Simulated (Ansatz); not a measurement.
Run this with Ansatz 0.2.0 through its Python package and show what comes out.

Contents of `c4h9no.xyz`:
```text
15

C     1.96430   -0.43730   -0.12990
C     0.89980    0.63060   -0.10480
O     1.20730    1.80870   -0.28960
N    -0.40560    0.22030    0.13820
C    -0.83220   -1.17030    0.15950
C    -1.46520    1.21220    0.05690
H     2.02530   -0.93180    0.84310
H     2.93460    0.02420   -0.33820
H     1.75730   -1.16220   -0.92140
H    -1.18780   -1.43900   -0.83960
H    -0.02310   -1.84560    0.44200
H    -1.64550   -1.28700    0.88190
H    -1.08220    2.22960    0.17280
H    -2.19610    1.02260    0.84850
H    -1.95090    1.12510   -0.91960
```

`c4h9no.py`:
```python
"""Electronic structure of the C4H9NO molecule."""

import sys

import ansatz as az
import numpy as np
import pandas as pd

BASIS_SET = "cc-pVDZ"
XC = "pbe"

geometry = az.Crystal.molecule_from_extxyz("c4h9no.xyz")

setup = geometry.calculation().basis(gaussian=BASIS_SET).functional(XC).forces()
try:
    data = setup.run(threads=1).report
except az.AnsatzError as error:
    sys.exit(f"{type(error).__name__}: {error}")

for key in ("converged", "free_energy_ev", "reference_energy_ev", "n_frozen", "n_occupied", "n_virtual"):
    print(f"{key:22s} {data[key]}")

field = data["mean_field"]
print("<S^2> =", round(abs(field["state"]["spin_squared"]), 4), " all-electron relativity setting:", field["relativity"])
print("passes:", field["passes"])
if "symmetry" in field:
    print("occupied orbitals by irrep:", field["symmetry"]["occupied"])

symbols = [site.symbol for site in geometry.cartesian_sites]
print("forces (eV/A)")
for symbol, f in zip(symbols, data["forces_ev_ang"]):
    print(f"  {symbol:2s} {f[0]:9.4f} {f[1]:9.4f} {f[2]:9.4f}")

charges = data["charge_distribution"]
table = pd.DataFrame({"atom": symbols, "mulliken": charges["mulliken_charges_e"], "lowdin": charges["lowdin_charges_e"]})
print(table.round(3).to_string())
print("dipole (e A):", np.round(charges["dipole_moment_e_ang"], 4) + 0.0)
```

Running `python c4h9no.py` prints:
```text
converged              True
free_energy_ev         -7822.6065374600175
reference_energy_ev    -7822.6065374600175
n_frozen               0
n_occupied             [24, 24]
n_virtual              [105, 105]
<S^2> = 0.0  all-electron relativity setting: none
passes: {'evaluations': 17, 'products': 12}
occupied orbitals by irrep: [{'A': 24}, {'A': 24}]
forces (eV/A)
  C    -0.0322    0.0844   -0.0078
  C    -0.0346    0.0336   -0.0385
  O    -0.2558    0.4966    0.0126
  N     0.6263    0.3379    0.3429
  C     0.2368    0.7514   -0.1018
  C     0.2321   -0.3881    0.0528
  H     0.0455   -0.4792    0.3648
  H     0.1844    0.2820   -0.0517
  H    -0.0338   -0.5466   -0.2305
  H    -0.3761   -0.4762   -0.5057
  H     0.3444   -0.1944    0.1099
  H    -0.4131   -0.1239    0.2802
  H     0.4274    0.2025   -0.0275
  H    -0.4422   -0.1003    0.3060
  H    -0.5092    0.1205   -0.5058
   atom  mulliken  lowdin
0     C    -0.029  -0.001
1     C     0.065  -0.429
2     O    -0.251   0.139
3     N    -0.248   0.199
4     C     0.041   0.020
5     C     0.042   0.012
6     H     0.054   0.020
7     H     0.046   0.019
8     H     0.047   0.018
9     H     0.036  -0.001
10    H     0.043   0.001
11    H     0.037   0.003
12    H     0.055   0.001
13    H     0.029  -0.000
14    H     0.032  -0.001
dipole (e A): [-0.3647 -0.6266  0.09  ]
```

Reading the output:
- Total energies depend on the basis set; only differences at equal settings carry meaning.
- The geometry is a force-field or estimated start, not a minimum of this method, and the basis set is short of its limit.
- The Löwdin charges here are taken after orthogonalising the functions within each atom; they differ from plain Löwdin charges, and their signs can be unphysical.
- Hardware and time: 5.5 s on 1 thread of Arm Neoverse V2 (shared host), peak memory 0.28 GiB.

(Lines on the test bed's own set-up are left out of the output.)
